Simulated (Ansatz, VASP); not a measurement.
This is a calculation of Bi for Ansatz 0.2.0.

input.yaml

```yaml
crystal:
  lattice:
    - [3.441449004, -3.090240675, 0.0]
    - [3.441449004, 3.090240675, 0.0]
    - [-1.2432027094, 0.0, 3.0714698416]
  atoms:
    - { symbol: Bi, position: [0.753061, 0.753061, 0.857382] }
    - { symbol: Bi, position: [0.246939, 0.246939, 0.142618] }
kpoints:
  mp_grid: { grid: [6, 6, 9] }
scf:
  occupations: { method: fermi_dirac, width: 0.05 }
hamiltonian:
  xc: pbesol
  pseudopotentials: { kind: all_electron, lapw: { basis_error: 0.001 } }
output:
  forces: true
  stress: true
  eigenvalues: true
```

Potentials or basis: all-electron LAPW, scalar-relativistic.

Command:

```console
$ ansatz run input.yaml --threads 1 --pin off --max-ram 3072MiB --backend cpu --events-out ev --progress --plain --runs-dir out
```

Translate it to VASP 6.6.1. Potentials there: VASP PAW PBE potentials, release 64 (Bi_d).

As run (the cutoff follows the program's own potentials):

INCAR

```
ALGO = Fast ; EDIFF = 1E-6
ENCUT = 520 ; GGA = PS
ISIF = 2 ; ISMEAR = -1
LASPH = True ; LCHARG = False
LREAL = False ; LWAVE = False
NBANDS = 22 ; NELM = 60
PREC = Accurate ; SIGMA = 0.05
```

Contents of KPOINTS:

```
k-points
0
Gamma
  6 6 9
```

The input POSCAR:

```
Bi
1.0
    3.4414490040     -3.0902406750      0.0000000000
    3.4414490040      3.0902406750      0.0000000000
   -1.2432027094      0.0000000000      3.0714698416
Bi
2
Direct
    0.7530610000      0.7530610000      0.8573820000
    0.2469390000      0.2469390000      0.1426180000
```

Potentials or basis: VASP PAW PBE potentials, release 64 (Bi_d).

Launch:

```sh
$ cat potpaw_PBE.64/Bi_d/POTCAR > POTCAR
$ mpirun -np 1 vasp_std > vasp.out
```

Both were run:

|  | VASP | Ansatz | Ansatz less VASP |
| --- | --- | --- | --- |
| gap on the k mesh at the Fermi level (eV) | none | none | - |
| pressure (GPa) | -0.5 | -0.5 | +0.08 |
| largest component of the traceless stress (GPa) | 0.75 | 0.74 | -0.006 |
| rms of the force components (eV/Å) | 0.004 | 0.004 | 0.0000 |

Atom by atom the forces differ by 0.001 eV/Å (rms over components). A gap of «none» marks a metal or a gap that the smearing closes. Ansatz ran all-electron here, so the differences hold the error of VASP's frozen core and of both bases.

Caveats: spin-orbit coupling is left out, which moves the levels of the heavy elements; the PAW data sets were made with another functional, which shifts forces and pressure a little (VASP).
